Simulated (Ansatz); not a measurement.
# Random rock-salt alloy of NbC and TiC (64 atoms): geometry optimisation

How does random rock-salt alloy of NbC and TiC (64 atoms) relax, and what do bonds, charges and levels look like afterwards?

Program: Ansatz 0.2.0. Level of theory: Kohn-Sham DFT, PBE, PAW (set soft_2), plane waves. Results are calculated unless marked as measured.

### 1. Starting point

The cell holds 64 atoms: 16 Ti, 32 C and 16 Nb. Cell: a = 8.798 Å, b = 8.798 Å, c = 8.798 Å, α = 90.0°, β = 90.0°, γ = 90.0°. It derives from NbC (rock-salt) and TiC, repeated 2×2×2. Rock-salt NbC, 2 x 2 x 2 conventional cells, 16 of 32 Nb sites given to Ti at random (x = 0.500), lattice by Vegard's rule (a = 4.399 Å); not relaxed, displaced by a Gaussian of 0.02 Å.

Before any run, some limits are plain. The host structure and its lattice constant were typed by rule, without a check against the phase diagram.

### 2. Relaxation

With the cell held, the atoms are moved downhill towards a nearby minimum.

input.yaml

```yaml
crystal:
  lattice:
    - [8.798, 0.0, 0.0]
    - [0.0, 8.798, 0.0]
    - [0.0, 0.0, 8.798]
  atoms:
    - { symbol: Ti, position: [0.002, 0.99924, 0.00136] }
    - { symbol: C, position: [0.25231, 0.00285, 0.999] }
    - { symbol: Nb, position: [0.99948, 0.25152, 0.25091] }
    - { symbol: C, position: [0.25248, 0.25115, 0.25303] }
    - { symbol: Nb, position: [0.24843, 0.00362, 0.24897] }
    - { symbol: C, position: [0.00268, 0.00277, 0.24675] }
    - { symbol: Ti, position: [0.2473, 0.25412, 0.99802] }
    - { symbol: C, position: [0.00019, 0.25348, 0.99862] }
    - { symbol: Nb, position: [0.99906, 0.99993, 0.49986] }
    - { symbol: C, position: [0.25244, 0.00219, 0.49771] }
    - { symbol: Ti, position: [0.99943, 0.25382, 0.75142] }
    - { symbol: C, position: [0.25124, 0.25204, 0.7519] }
    - { symbol: Ti, position: [0.2519, 0.99708, 0.75044] }
    - { symbol: C, position: [0.99955, 0.00445, 0.7492] }
    - { symbol: Nb, position: [0.25132, 0.25077, 0.49706] }
    - { symbol: C, position: [0.99952, 0.244, 0.49992] }
    - { symbol: Nb, position: [0.0031, 0.50025, 0.99632] }
    - { symbol: C, position: [0.25133, 0.499, 0.99665] }
    - { symbol: Nb, position: [0.99521, 0.75291, 0.24904] }
    - { symbol: C, position: [0.24918, 0.74921, 0.25143] }
    - { symbol: Ti, position: [0.25229, 0.50182, 0.249] }
    - { symbol: C, position: [0.00188, 0.50389, 0.25169] }
    - { symbol: Nb, position: [0.25089, 0.75172, 0.99921] }
    - { symbol: C, position: [0.00201, 0.74946, 0.99928] }
    - { symbol: Nb, position: [0.00418, 0.4987, 0.50005] }
    - { symbol: C, position: [0.24568, 0.49908, 0.49899] }
    - { symbol: Ti, position: [0.00395, 0.75318, 0.74729] }
    - { symbol: C, position: [0.24862, 0.75022, 0.74829] }
    - { symbol: Ti, position: [0.24831, 0.50049, 0.74829] }
    - { symbol: C, position: [0.00464, 0.50144, 0.74441] }
    - { symbol: Nb, position: [0.25009, 0.75053, 0.50082] }
    - { symbol: C, position: [0.99633, 0.75156, 0.50041] }
    - { symbol: Ti, position: [0.5032, 0.99718, 0.9997] }
    - { symbol: C, position: [0.75081, 0.99703, 0.99742] }
    - { symbol: Ti, position: [0.50092, 0.24537, 0.24959] }
    - { symbol: C, position: [0.7471, 0.24812, 0.25008] }
    - { symbol: Nb, position: [0.74713, 0.00107, 0.24906] }
    - { symbol: C, position: [0.49751, 0.00295, 0.24781] }
    - { symbol: Nb, position: [0.75158, 0.24956, 0.99908] }
    - { symbol: C, position: [0.49923, 0.24512, 0.0016] }
    - { symbol: Ti, position: [0.49969, 0.00137, 0.49721] }
    - { symbol: C, position: [0.74892, 0.00271, 0.50029] }
    - { symbol: Nb, position: [0.49856, 0.25025, 0.74978] }
    - { symbol: C, position: [0.74451, 0.25146, 0.75067] }
    - { symbol: Nb, position: [0.75161, 0.0007, 0.74796] }
    - { symbol: C, position: [0.50092, 0.99729, 0.75154] }
    - { symbol: Ti, position: [0.74943, 0.24699, 0.50073] }
    - { symbol: C, position: [0.49981, 0.25287, 0.49831] }
    - { symbol: Nb, position: [0.50258, 0.50026, 0.00278] }
    - { symbol: C, position: [0.74797, 0.50168, 0.00037] }
    - { symbol: Ti, position: [0.50015, 0.74807, 0.2502] }
    - { symbol: C, position: [0.7504, 0.75165, 0.25297] }
    - { symbol: Ti, position: [0.75195, 0.49919, 0.25097] }
    - { symbol: C, position: [0.50394, 0.49545, 0.24801] }
    - { symbol: Ti, position: [0.75156, 0.74901, 0.00252] }
    - { symbol: C, position: [0.49745, 0.74639, 0.00221] }
    - { symbol: Nb, position: [0.49882, 0.50006, 0.49943] }
    - { symbol: C, position: [0.74934, 0.50038, 0.50422] }
    - { symbol: Ti, position: [0.49669, 0.74876, 0.75088] }
    - { symbol: C, position: [0.75347, 0.74982, 0.75156] }
    - { symbol: Ti, position: [0.75098, 0.49883, 0.75094] }
    - { symbol: C, position: [0.50069, 0.50038, 0.74899] }
    - { symbol: Nb, position: [0.74997, 0.75797, 0.49974] }
    - { symbol: C, position: [0.50022, 0.74924, 0.50381] }
kpoints:
  mp_grid: { grid: [2, 2, 2] }
hamiltonian:
  xc: pbe
scf:
  occupations: { method: gaussian, width: 0.025 }
output:
  forces: true
relax:
  f_tol: 0.03
  max_steps: 41
```

Command:

```
> ansatz run input.yaml --threads 4 --pin off --max-ram 8192MiB --backend cpu --events-out ev --progress --plain --runs-dir out
```

Numbers of over 12 decimals in the logs are rounded to 6 here.

The log of the run:

```text
Engine: ansatz 0.2.0, aarch64-unknown-linux-gnu
Pseudopotentials: kind: paw
Pseudopotential: Ti, paw, valence charge 12, recommended cutoff 420 eV (normal), Ti.paw.azcp
Pseudopotential: C, paw, valence charge 4, recommended cutoff 420 eV (normal), C.paw.azcp
Pseudopotential: Nb, paw, valence charge 13, recommended cutoff 420 eV (normal), Nb.paw.azcp
[... 5 lines on functional and potentials left out ...]
Crystal: 64 atoms, lattice volume = 681.007 Å³
Basis set: ecut = 420 eV, 13301 PW (Γ), exchange–correlation on 120×120×120 points (8 copies of the dense FFT grid, shifted against one another)
Bands: 328, of which v1, the nominal top of the filled ones, is band 264 counted from 1 (263 counted from 0)
Symmetry: 1 space group operations
Space group: P1 (ITA 1), of the structure as read, at distance tolerance 8.8e-5 Å
k-points: 8
[... 7 lines on functional and potentials left out ...]
Initial density: superposition of atomic densities (neutral atoms: chi_scale 0, normalization atom), corrected by the library's trained network
Initial wavefunctions: pseudopotential atomic-orbital guess
Functional: x = pbe(κ = 0.804, μ = 0.219515), c = pbe(β = 0.066725)
SCF iter   1: F=—  HF=-120904.548442 eV  |F-HF|=—  |Δ(HF+E_count)|=         —  Δρ=4.71e-3  dr2=2.35e-1  ethr=1.77e-3  ⟨swp⟩=5.0  Hψ=9402  notcnv=0  defer=70
preconditioner: auto → Kerker (q_TF=auto, 2.615 Å⁻¹)  [metal: Δε(μ)=0.005 eV  Ē_g=7.053 eV  σ=0.025 eV  W_gap=0.11  n_scr=202 (ndim 8)  ℏωp=23.5 eV  f_vac=0.000  D(μ)=45.22/eV (n_scr^D=460)]
SCF iter   2: F=—  HF=-120904.519463 eV  |F-HF|=—  |Δ(HF+E_count)|=   2.90e-2  Δρ=2.17e-3  dr2=6.28e-2  ethr=4.44e-5  ⟨swp⟩=2.0  Hψ=3247  notcnv=0  defer=430
SCF iter   3: F=—  HF=-120904.514557 eV  |F-HF|=—  |Δ(HF+E_count)|=   4.91e-3  Δρ=5.59e-4  dr2=5.71e-3  ethr=1.19e-5  ⟨swp⟩=2.0  Hψ=2545  notcnv=0  defer=430
SCF iter   4: F=—  HF=-120904.514573 eV  |F-HF|=—  |Δ(HF+E_count)|=   1.62e-5  Δρ=1.52e-4  dr2=4.06e-4  ethr=1.08e-6  ⟨swp⟩=2.0  Hψ=2941  notcnv=0  defer=430
SCF iter   5: F=—  HF=-120904.514528 eV  |F-HF|=—  |Δ(HF+E_count)|=   4.49e-5  Δρ=4.58e-5  dr2=3.81e-5  ethr=7.70e-8  ⟨swp⟩=2.8  Hψ=3382  notcnv=0  defer=430
SCF iter   6: F=-120904.514523 eV  HF=-120904.514524 eV  |F-HF|=1.16e-6  |Δ(HF+E_count)|=   3.59e-6  Δρ=1.13e-5  dr2=1.76e-6  ethr=4.26e-9  ⟨swp⟩=3.0  Hψ=6887  notcnv=0
SCF 1 converged in 6 iterations: F = -120904.514523 eV  dr2 = 1.76e-6
  greatest PAW one-centre occupation: 0.999 electrons in one spin orbital (limit 2), on the Ti atom at site 32 (counted from 0), in its partial waves of l = 0
relax step   1: F+E_penalty+E_count = -120904.51452330 eV  Δ(F+E_penalty+E_count) = +0.000e0 eV  max|allowed force component| = 1.245e0 eV/Å  Δτ_max = 0.0000 Å  (6 SCF iters, dr2 threshold 2.25e-5 eV, accepted)
[...]
relax step   2: F+E_penalty+E_count = -120905.06183038 eV  Δ(F+E_penalty+E_count) = -5.473e-1 eV  max|allowed force component| = 5.645e-1 eV/Å  Δτ_max = 0.0881 Å  (6 SCF iters, dr2 threshold 9.68e-5 eV, accepted)
[...]
relax step   3: F+E_penalty+E_count = -120905.35351911 eV  Δ(F+E_penalty+E_count) = -2.917e-1 eV  max|allowed force component| = 2.902e-1 eV/Å  Δτ_max = 0.0714 Å  (6 SCF iters, dr2 threshold 1.99e-5 eV, accepted)
relax step   4: F+E_penalty+E_count = -120905.36310258 eV  Δ(F+E_penalty+E_count) = -9.583e-3 eV  max|allowed force component| = 2.866e-1 eV/Å  Δτ_max = 0.0349 Å  (6 SCF iters, dr2 threshold 1.73e-5 eV, accepted)
relax step   5: F+E_penalty+E_count = -120905.37793737 eV  Δ(F+E_penalty+E_count) = -1.483e-2 eV  max|allowed force component| = 1.365e-1 eV/Å  Δτ_max = 0.0303 Å  (6 SCF iters, dr2 threshold 2.17e-5 eV, accepted)
relax step   6: F+E_penalty+E_count = -120905.38155594 eV  Δ(F+E_penalty+E_count) = -3.619e-3 eV  max|allowed force component| = 6.799e-2 eV/Å  Δτ_max = 0.0133 Å  (6 SCF iters, dr2 threshold 4.23e-6 eV, accepted)
relax step   7: F+E_penalty+E_count = -120905.38298742 eV  Δ(F+E_penalty+E_count) = -1.431e-3 eV  max|allowed force component| = 2.385e-2 eV/Å  Δτ_max = 0.0063 Å  (6 SCF iters, dr2 threshold 1.05e-6 eV, accepted)
[...]
relax step   8: F+E_penalty+E_count = -120905.38298743 eV  Δ(F+E_penalty+E_count) = -1.138e-8 eV  max|allowed force component| = 2.385e-2 eV/Å  Δτ_max = 0.0000 Å  (6 SCF iters, accepted)
SCF converged after 6 iterations
Free energy (F): -120905.382987 eV
Harris-Foulkes:  -120905.382987 eV  (|F-HF|=8.73e-11)
Internal energy: -120905.370848 eV  (E = F + TS)
E sigma→0 (E₀):  -120905.376918 eV
Entropy (-TS):   -0.012139 eV (-0.190 meV/atom)
Fermi energy:    17.166475 eV
--- Per-component energies (eV) ---
  E_band       = -2266.798338
  E_kinetic    = 13565.376306
  E_local      = -23615.428028  (includes V_loc(G=0)·N_el)
  E_nonlocal   = 2815.224885
  E_hartree    = 8460.541433
  E_xc         = -5965.963305
  E_vxc        = -7346.068967  (∫ρ·V_xc dr)
  E_paw        = -69067.343634  (= ΣΔE_a)
  E_vpaw       = -4606.987710  (= ΣTr[D̂ρ^β])
  E_aug_tail   = 0.001993  (compensation charges beyond the density's cutoff)
  E_ewald      = -47097.780497
  E_smearing   = -0.012139  (= −TS)
  E_closure    = -0.000000  (closes the sum)
  Σ components = -120905.382987   (vs F -120905.382987, Δ=0.00e0)
--- Forces (eV/Å), atoms counted from 1 ---
  atom   1  Ti     0.00088100    -0.00122174     0.01012000
  atom   2  C      0.00459906    -0.00151445    -0.00043706
  atom   3  Nb     0.00869545     0.00630065    -0.02282102
  atom   4  C      0.01277801    -0.00427010     0.00545138
  atom   5  Nb     0.00319751     0.00827021    -0.02350802
  atom   6  C      0.00297534     0.00426890     0.01682277
  atom   7  Ti    -0.01435828     0.00210402     0.02186405
  atom   8  C     -0.00617737     0.00136215    -0.00474306
  atom   9  Nb    -0.00505968    -0.01238760    -0.01486489
  atom  10  C     -0.00590868    -0.00251488    -0.00983105
  atom  11  Ti     0.00897255     0.00310920     0.00616324
  atom  12  C     -0.00307159     0.00544230    -0.01367995
  atom  13  Ti    -0.00201901    -0.00379374     0.01366635
  atom  14  C      0.00659854    -0.00204354    -0.02385004
[...]
atom  63  Nb    -0.01177967    -0.01699566     0.00168710
  atom  64  C     -0.00515772     0.01128159     0.00547291
  max |Σ_I F_I| component: 6.14e-6 eV/Å
--- Relaxed structure (8 steps of the walk, 8 accepted, 0 SCFs on fresh bases) ---
  F+E_penalty+E_count = -120905.38298743 eV   max|allowed force component| = 2.385e-2 eV/Å
  atoms:
    - { symbol: Ti, position: [0.00176571, 1.000116, -0.0050426] }
    - { symbol: C, position: [0.250201, 0.00322381, 0.997624] }
    - { symbol: Nb, position: [0.999007, 0.249905, 0.246691] }
    - { symbol: C, position: [0.251823, 0.253784, 0.248282] }
[...]
- { symbol: C, position: [0.501087, 0.753278, 0.499520] }
```

Wall time 4.9 min (4 threads of Arm Neoverse V1, shared host); peak memory 5.1 GiB.

Relaxation path:

```csv
step,energy less that of the first step (eV),largest force component (eV/Å)
1,0.0000,1.2448
2,-0.5473,0.5645
3,-0.8390,0.2902
4,-0.8486,0.2866
5,-0.8634,0.1365
6,-0.8670,0.0680
7,-0.8685,0.0239
8,-0.8685,0.0238
```

The atoms that moved most (Å):

```csv
atom,dx,dy,dz,length
C44,0.079,0.023,-0.035,0.089
C56,0.055,0.065,-0.020,0.087
C52,-0.027,-0.048,-0.041,0.068
Nb5,0.054,-0.027,-0.023,0.065
C54,-0.035,0.048,0.025,0.064
Nb49,-0.034,0.005,-0.049,0.060
Nb63,-0.021,-0.054,0.015,0.060
Ti7,0.044,-0.039,0.002,0.059
```

The relaxation changed the energy by -13.6 meV/atom, and atoms moved by 0.046 Å r.m.s., 0.089 Å at most.

### 3. Distances and neighbours after relaxation

Density 6.43 g/cm³, 10.64 Å³ an atom.

g(r), total and by pair (bins of 0.2 Å):

```csv
r (Å),total,C-C,C-Nb,C-Ti,Nb-Nb,Nb-Ti,Ti-Ti
2.10,2.69,0.00,3.13,7.60,0.00,0.00,0.00
2.30,2.56,0.00,7.25,3.00,0.00,0.00,0.00
2.50,0.00,0.00,0.00,0.00,0.00,0.00,0.00
2.70,0.00,0.00,0.00,0.00,0.00,0.00,0.00
2.90,0.00,0.00,0.00,0.00,0.00,0.00,0.00
3.10,5.24,10.48,0.00,0.00,9.12,11.65,9.43
3.30,0.01,0.00,0.00,0.00,0.20,0.00,0.00
3.50,0.00,0.00,0.00,0.00,0.00,0.00,0.00
3.70,0.83,0.00,2.23,1.07,0.00,0.00,0.00
3.90,1.50,0.00,2.46,3.57,0.00,0.00,0.00
4.10,0.00,0.00,0.00,0.00,0.00,0.00,0.00
4.30,0.69,1.36,0.00,0.00,1.23,1.44,1.44
4.50,0.62,1.26,0.00,0.00,1.18,1.40,0.97
4.70,0.00,0.00,0.00,0.00,0.00,0.00,0.00
4.90,4.21,0.00,8.42,8.38,0.00,0.00,0.00
5.10,0.00,0.00,0.00,0.00,0.00,0.00,0.00
5.30,2.42,5.15,0.00,0.00,4.56,4.16,5.20
5.50,1.09,1.87,0.00,0.00,2.88,2.41,2.23
5.70,0.00,0.00,0.00,0.00,0.00,0.00,0.00
5.90,0.00,0.00,0.00,0.00,0.00,0.00,0.00
6.10,0.35,0.54,0.00,0.00,0.89,0.92,0.78
6.30,0.96,2.08,0.00,0.00,1.73,1.71,1.85
6.50,1.53,0.00,3.20,2.94,0.00,0.00,0.00
6.70,1.39,0.00,2.64,2.90,0.00,0.00,0.00
6.90,2.05,4.12,0.00,0.00,3.77,4.49,3.63
7.10,0.05,0.09,0.00,0.00,0.00,0.15,0.13
7.30,1.91,0.00,3.82,3.82,0.00,0.00,0.00
7.50,0.17,0.29,0.00,0.00,0.33,0.50,0.26
```

Bonds by pair of elements; cutoffs follow the first minimum of g(r), held within bounds set by covalent radii, and pairs that aren't listed don't count as bonded:

```csv
pair A-B,cutoff (Å),bonds,mean length (Å),spread (Å),shortest (Å),B about A,A about B
C-Nb,2.81,96,2.21,0.024,2.15,3,6
C-Ti,2.76,96,2.19,0.02,2.14,3,6
```

How many atoms have how many bonded neighbours:

```csv
element,mean,6
C,6,32
Nb,6,16
Ti,6,16
```

Bond angles (no mean is given where the spread exceeds 20°):

```csv
angle,count,mean (°),spread (°)
Nb-C-Ti,264,-,-
C-Nb-C,240,-,-
C-Ti-C,240,-,-
Ti-C-Ti,108,-,-
Nb-C-Nb,108,-,-
```

Counting bonds as in the table, all C atoms have 6, all Nb atoms have 6 and all Ti atoms have 6 bonded neighbours.

[end of part 1 of 2]

[Logs are printed without paths, hosts, clocks, repeated set-up lines and the standing remarks that a program may print on its own settings, such as how far it seeks lower states.]

[Hosts, paths, dates, database ids (printed as entryN), source tags and the programs' standing remarks are cut or masked in the printed files.]
